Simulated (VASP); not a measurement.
Wanted: the native input for a VASP 6.6.1 run.

| Property | Result |
| --- | --- |
| Task | relaxation of cell and atoms |
| Functional | r2SCAN |
| Potentials or basis | VASP PAW PBE potentials, release 64 (Sc_sv) |
| Cutoff | 600 eV |
| k mesh | 14 × 14 × 14 |
| Occupations | fermi-dirac, width 0.1 eV |
| Spin | no spin polarisation |
| Target pressure | 20 GPa |
| Dipole correction | no |
| Further INCAR settings | ALGO = Normal; EDIFF = 1e-06; IBRION = 2; EDIFFG = -0.01; NSW = 80; ISIF = 3 |
| Target pressure | 20 GPa |

Sc:

```
Sc
1.0
    -1.64808    1.64808    1.64808
     1.64808   -1.64808    1.64808
     1.64808    1.64808   -1.64808
Sc
1
Direct
  0.00000 0.00000 0.00000
```

The cell was built by a generator and needn't be a form met in nature.

One way to write it, as run:

POSCAR

```
Sc
1.0
   -1.6480790000      1.6480790000      1.6480790000
    1.6480790000     -1.6480790000      1.6480790000
    1.6480790000      1.6480790000     -1.6480790000
Sc
1
Direct
    0.0000000000      0.0000000000      0.0000000000
```

INCAR.step1

```
  PREC = Accurate
  ENCUT = 600
  ISMEAR = -1
  SIGMA = 0.1
  LREAL = F
  LASPH = T
  NELM = 100
  GGA = PE
  ALGO = Normal
  EDIFF = 1E-4
  LWAVE = T
  LCHARG = F
```

INCAR.step2

```
  PREC = Accurate
  ENCUT = 600
  EDIFF = 1E-6
  ISMEAR = -1
  SIGMA = 0.1
  LREAL = F
  LASPH = T
  NELM = 100
  ALGO = Normal
  ISIF = 3
  LWAVE = F
  LCHARG = F
  METAGGA = R2SCAN
  LMIXTAU = T
  IBRION = 2
  NSW = 80
  EDIFFG = -0.01
  PSTRESS = 200.0
  ISTART = 1
```

KPOINTS

```
Automatic mesh
0
Gamma
  14 14 14
```

Potentials or basis: VASP PAW PBE potentials, release 64 (Sc_sv).

The run is started by

```bash
$ cat potpaw_PBE.64/Sc_sv/POTCAR > POTCAR
$ cp INCAR.step1 INCAR
$ mpirun -np 1 vasp_std > vasp.out
$ cp INCAR.step2 INCAR
$ mpirun -np 1 vasp_std > vasp.out
```

It gave:

```
Relaxed volume                                         : 19.64 Å³/atom
Relaxed cell                                           : a = 2.944 Å, b = 2.944 Å, c = 2.944 Å, α = 109.47°, β = 109.47°, γ = 109.47°
Space group after relaxing (to 0.05 Å)                 : Im-3m (No. 229)
Energy change on relaxing (the enthalpy is what falls) : -272.8 meV/atom
Ionic steps                                            : 3
Pressure after relaxing                                : 19.9 GPa
Band gap on the k mesh                                 : none (metal or under the smearing width)
```

Caveat: the cell is relaxed towards a set pressure, so the enthalpy falls and the energy may rise; the PAW data sets were made with another functional, which shifts forces and pressure a little.

Wall time 58 s on 1 thread of Intel(R) Xeon(R) 6975P-C (Granite Rapids), with other jobs on the host, peak memory 0.17 GiB.
